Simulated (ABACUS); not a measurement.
# GaP: equation of state with BP86

**What was measured.**

From “Phosphorous dimerization in GaP at high pressure”, 2017, arxiv:1709.06667, for a bulk crystal of GaP: bulk modulus 87.5 ± 0.6 GPa.

The system is GaP.

```xyz
2
Lattice="0.0000 2.7252 2.7252 2.7252 0.0000 2.7252 2.7252 2.7252 0.0000" Properties=species:S:1:pos:R:3 pbc="T T T"
Ga    0.0000    0.0000    0.0000
P     4.0879    4.0879    4.0879
```

- Program: ABACUS 3.10.1
- Task: equation of state
- Functional: BP86
- Potentials or basis: PseudoDojo NC SR 0.5 PBE standard
- Cutoff: 1102 eV
- Density cutoff: 4408 eV
- Basis: plane waves
- k mesh: 6 × 6 × 6
- Occupations: fermi-dirac, width 0.05 eV
- Spin: no spin polarisation

```yaml
Equilibrium_volume: 21.06 Å³/atom
Bulk_modulus: 75 GPa
Pressure_derivative_of_the_bulk_modulus: "4.5 (rough: it moves with the points fitted)"
```

Energy against volume, from the lowest point:
| volume (Å³/atom) | energy (meV/atom) |
| --- | --- |
| 19.026 | 53.35 |
| 19.836 | 16.73 |
| 20.645 | 0.23 |
| 21.455 | 0.00 |

All runs of the series together: 7.6 s on 4 threads of AMD EPYC 9R45 96-Core Processor (Zen 5), on a shared host.

Measured bulk modulus of GaP: 87.5 GPa (“Phosphorous dimerization in GaP at high pressure”, 2017, arxiv:1709.06667). This calculation gives 75 GPa (-14.3 %). The fit is for a static lattice scaled at fixed shape and fixed fractional positions.

Caveat: the potentials were made for another functional, which shifts forces and pressure.
